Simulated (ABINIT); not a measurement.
# Pt (Fm-3m) in ABINIT: convergence with tolvrs

Aim: find how far tolvrs must go before the results for Pt settle, at LDA. This setting moves, with any that are tied to it; all else stays.

All numbers are computed with ABINIT 10.8.3 (patched build); they aren't measurements. Logs are shortened: lines on timing, memory, paths and dates and some standing lists are left out, and cuts for length are marked. The log counts tension as positive stress, the text compression.

### Step 1. The crystal as given

It takes space group Fm-3m (No. 225, cubic). Conventional cell: a = 3.922 Å, b = 3.922 Å, c = 3.922 Å, α = 90.00°, β = 90.00°, γ = 90.00°. Pt (site symmetry m-3m) is surrounded by 12 Pt at 2.77 Å.

### Step 2. With tolvrs 0.01

run.abi reads:

```
# Pseudopotentials
pp_dirpath "./"
pseudos "Pt.LDA_PW-JTH.xml"

# Structure
acell 5.2404588053 5.2404588053 5.2404588053
rprim
     0.0000000000     0.7071067812     0.7071067812
     0.7071067812     0.0000000000     0.7071067812
     0.7071067812     0.7071067812     0.0000000000
ntypat 1
znucl 78
natom 1
typat 1
xred
     0.0000000000     0.0000000000     0.0000000000

# Plane-wave basis
ecut 16.0
pawecutdg 32.0

# k points
kptopt 1
ngkpt 12 12 12
nshiftk 1
shiftk 0.0 0.0 0.0

# Exchange and correlation
ixc 7

# Bands and occupations
nband 9
occopt 4
tsmear 0.05 eV

# SCF cycle
nstep 100
tolvrs 0.01

# Output
iomode 3
prtwf 0
prtden 0
prteig 0
prtebands 0
enunit 2
```

Potentials or basis: JTH PAW LDA v2.0.

Run with:

```console
$ abinit run.abi > log 2>&1
```

run.abo:

```text
.Version 10.8.3 of ABINIT
 Symmetries : space group Fm -3 m (#225); Bravais cF (face-center cubic)
================================================================================
 Values of the parameters that define the memory need of the present run
     intxc =       0    ionmov =       0      iscf =      17    lmnmax =      18
     lnmax =       6     mgfft =      20  mpssoang =       3    mqgrid =    3001
     natom =       1  nloc_mem =       2    nspden =       1   nspinor =       1
    nsppol =       1      nsym =      48    n1xccc =       1    ntypat =       1
    occopt =       4   xclevel =       1
       mpw =         322          nfft =        8000          nkpt =          72
 PAW method is used; the additional fine FFT grid is defined by:
   mgfftf=        30    nfftf =     27000
================================================================================
================================================================================

--------------------------------------------------------------------------------
------------- Echo of variables that govern the present computation ------------
--------------------------------------------------------------------------------
 -outvars: echo values of preprocessed input variables --------
            acell      5.2404588053E+00  5.2404588053E+00  5.2404588053E+00 Bohr
              amu      1.95080000E+02
             ecut      1.60000000E+01 Hartree
           enunit           2
                       outvar_i_n : Printing only first  50 k-points.
              ixc           7
                       outvar_i_n : Printing only first  50 k-points.
         kptrlatt       12    0    0      0   12    0      0    0   12
          kptrlen      6.28855057E+01
            natom           1
            nband           9
            ngfft          20      20      20
          ngfftdg          30      30      30
             nkpt          72
            nstep         100
             nsym          48
           ntypat           1
                       prtocc : prtvol=0, do not print more k-points.
           occopt           4
        pawecutdg      3.20000000E+01 Hartree
           prtden           0
        prtebands           0
[... 161 lines left out ...]

--- !EnergyTerms
iteration_state     : {dtset: 1, }
comment             : Components of total free energy in Hartree
kinetic             :  8.19105506307784E+00
hartree             :  2.01647421040416E+00
xc                  : -2.92181752817052E+00
Ewald energy        : -3.09322826855389E+01
psp_core            :  3.01461999431052E+00
local_psp           : -8.95441069306364E+00
PAW spherical_terms :  2.33403316859524E+00
internal            : -2.72523284703853E+01
'-kT*entropy'       : -4.74228785396248E-05
total_energy        : -2.72523758932638E+01
total_energy_eV     : -7.41574926552262E+02
...

--- !EnergyTermsDC
iteration_state     : {dtset: 1, }
comment             : '"Double-counting" decomposition of free energy'
band_energy         :  2.08156330093247E+00
Ewald energy        : -3.09322826855389E+01
psp_core            :  3.01461999431052E+00
xc_dc               : -1.53468893608455E+00
PAW spherical_terms :  1.82528266152004E-01
internal            : -2.71882600602284E+01
'-kT*entropy'       : -4.74228785396248E-05
total_energy_dc     : -2.71883074831069E+01
total_energy_dc_eV  : -7.39831536297318E+02
...

--- !EnergyTermsWithPAWCore
iteration_state     : {dtset: 1, }
comment             : 'Components of total free energy, including PAW core contributions'
Total energy        : -1.84035777162963E+04
Total energy DC     : -1.84035136478861E+04
Total energy (eV)   : -5.00786861546067E+05
Total energy DC (eV): -5.00785118155812E+05
...

 Cartesian components of stress tensor (hartree/bohr^3)
  sigma(1 1)=  1.58600856E-04  sigma(3 2)=  0.00000000E+00
  sigma(2 2)=  1.58600856E-04  sigma(3 1)=  0.00000000E+00
  sigma(3 3)=  1.58600856E-04  sigma(2 1)=  0.00000000E+00

-Cartesian components of stress tensor (GPa)         [Pressure= -4.6662E+00 GPa]
- sigma(1 1)=  4.66619827E+00  sigma(3 2)=  0.00000000E+00
- sigma(2 2)=  4.66619827E+00  sigma(3 1)=  0.00000000E+00
- sigma(3 3)=  4.66619827E+00  sigma(2 1)=  0.00000000E+00

== END DATASET(S) ==============================================================
================================================================================

 -outvars: echo values of variables after computation  --------
            acell      5.2404588053E+00  5.2404588053E+00  5.2404588053E+00 Bohr
           etotal     -2.7188307483E+01
            fcart     -0.0000000000E+00 -0.0000000000E+00 -0.0000000000E+00
            rprim      0.0000000000E+00  7.0710678120E-01  7.0710678120E-01
                       7.0710678120E-01  0.0000000000E+00  7.0710678120E-01
                       7.0710678120E-01  7.0710678120E-01  0.0000000000E+00
           strten      1.5860085566E-04  1.5860085566E-04  1.5860085566E-04
                       0.0000000000E+00  0.0000000000E+00  0.0000000000E+00
 Calculation completed.
```

Wall time 4.3 s (1 thread of Arm Neoverse V2, shared host); peak memory 0.07 GiB.

Results:

| Item | Value |
| --- | --- |
| Free energy | -739.8315 eV |
| Pressure | -4.7 GPa |
| Band gap on the k mesh | none (metal or under the smearing width) |
| Valence electrons inside the program's atomic spheres | Pt 8.65 (radii [1.3315] Å) |

### Step 3. With tolvrs 0.001

run.abi, as its differences from that of step 2:

```diff
@@ -37,3 +37,3 @@
 nstep 100
-tolvrs 0.01
+tolvrs 0.001
```

Potentials or basis: JTH PAW LDA v2.0.

Run with:

```console
$ abinit run.abi > log 2>&1
```

Run time: 4.7 s. Hardware: 1 thread of Arm Neoverse V2, shared host; peak memory 0.07 GiB.

It converged, with:

| Property | Result |
| --- | --- |
| Free energy | -739.8313 eV |
| Pressure | -5.3 GPa |
| Band gap on the k mesh | none (metal or under the smearing width) |
| Valence electrons inside the program's atomic spheres | Pt 8.65 (radii [1.3315] Å) |

### Step 4. With tolvrs 0.0001

run.abi, as its differences from that of step 3:

```diff
@@ -37,3 +37,3 @@
 nstep 100
-tolvrs 0.001
+tolvrs 0.0001
```

Run with:

```console
$ abinit run.abi > log 2>&1
```

Wall time 5.4 s (1 thread of Arm Neoverse V2, shared host); peak memory 0.07 GiB.

It converged, with:

- Free energy: -739.8313 eV
- Pressure: -5.3 GPa
- Band gap on the k mesh: none (metal or under the smearing width)
- Valence electrons inside the program's atomic spheres: Pt 8.65 (radii [1.3315] Å)

### Step 5. With tolvrs 1e-05

run.abi, as its differences from that of step 4:

```diff
@@ -37,3 +37,3 @@
 nstep 100
-tolvrs 0.0001
+tolvrs 1.0e-5
```

Run with:

```console
$ abinit run.abi > log 2>&1
```

It took 5.8 s on 1 thread of Arm Neoverse V2, shared host; peak memory 0.07 GiB.

Results (log left out):

```yaml
Free_energy: -739.8313 eV
Pressure: -5.5 GPa
Band_gap_on_the_k_mesh: none (metal or under the smearing width)
Valence_electrons_inside_the_program's_atomic_spheres: Pt 8.65 (radii [1.3315] Å)
```

### Step 6. With tolvrs 1e-06

run.abi, as its differences from that of step 5:

```diff
@@ -37,3 +37,3 @@
 nstep 100
-tolvrs 1.0e-5
+tolvrs 1.0e-6
```

Potentials or basis: JTH PAW LDA v2.0.

Run with:

```console
$ abinit run.abi > log 2>&1
```

It took 5.8 s on 1 thread of Arm Neoverse V2, shared host; peak memory 0.07 GiB.

It converged, with:

```yaml
Free_energy: -739.8313 eV
Pressure: -5.5 GPa
Band_gap_on_the_k_mesh: none (metal or under the smearing width)
Valence_electrons_inside_the_program's_atomic_spheres: Pt 8.65 (radii [1.3315] Å)
```

### Step 7. With tolvrs 1e-08

run.abi, as its differences from that of step 6:

```diff
@@ -37,3 +37,3 @@
 nstep 100
-tolvrs 1.0e-6
+tolvrs 1.0e-8
```

Run with:

```console
$ abinit run.abi > log 2>&1
```

Wall time 7.6 s (1 thread of Arm Neoverse V2, shared host); peak memory 0.07 GiB.

The run converged. Its results:

```yaml
Free_energy: -739.8313 eV
Pressure: -5.5 GPa
Band_gap_on_the_k_mesh: none (metal or under the smearing width)
Valence_electrons_inside_the_program's_atomic_spheres: Pt 8.65 (radii [1.3315] Å)
```

### Step 8. With tolvrs 1e-10

run.abi, as its differences from that of step 7:

```diff
@@ -37,3 +37,3 @@
 nstep 100
-tolvrs 1.0e-8
+tolvrs 1.0e-10
```

Run with:

```console
$ abinit run.abi > log 2>&1
```

Run time: 8.2 s. Hardware: 1 thread of Arm Neoverse V2, shared host; peak memory 0.07 GiB.

The run converged. Its results:

```
Free energy                                           : -739.8313 eV
Pressure                                              : -5.5 GPa
Band gap on the k mesh                                : none (metal or under the smearing width)
Valence electrons inside the program's atomic spheres : Pt 8.65 (radii [1.3315] Å)
```

### Step 9. With tolvrs 1e-13

run.abi, as its differences from that of step 8:

```diff
@@ -37,3 +37,3 @@
 nstep 100
-tolvrs 1.0e-10
+tolvrs 1.0e-13
```

Potentials or basis: JTH PAW LDA v2.0.

Run with:

```console
$ abinit run.abi > log 2>&1
```

Wall time 9.3 s (1 thread of Arm Neoverse V2, shared host); peak memory 0.07 GiB.

It converged, with:

| Property | Result |
| --- | --- |
| Free energy | -739.8313 eV |
| Pressure | -5.5 GPa |
| Band gap on the k mesh | none (metal or under the smearing width) |
| Valence electrons inside the program's atomic spheres | Pt 8.65 (radii [1.3315] Å) |

### Step 10. The series at a glance

| tolvrs | energy less the tightest run (meV/atom) | pressure (GPa) | SCF cycles | CPU time (s) | peak memory (GiB) |
| --- | --- | --- | --- | --- | --- |
| 0.01 | -0.21 | -4.67 | 8 | 4.3 | 0.07 |
| 0.001 | 0.00 | -5.31 | 9 | 4.7 | 0.07 |
| 0.0001 | 0.00 | -5.33 | 11 | 5.4 | 0.07 |
| 1e-05 | 0.00 | -5.48 | 12 | 5.8 | 0.07 |
| 1e-06 | 0.00 | -5.48 | 12 | 5.8 | 0.07 |
| 1e-08 | 0.00 | -5.47 | 17 | 7.6 | 0.07 |
| 1e-10 | 0.00 | -5.47 | 19 | 8.2 | 0.07 |
| 1e-13 | 0.00 | -5.47 | 22 | 9.3 | 0.07 |

Against the tightest run, the energy stays within 1 meV/atom from 0.01 on; the pressure stays within 0.1 GPa from 1e-05 on. The tightest run that finished is the yardstick and may itself not be fully converged.
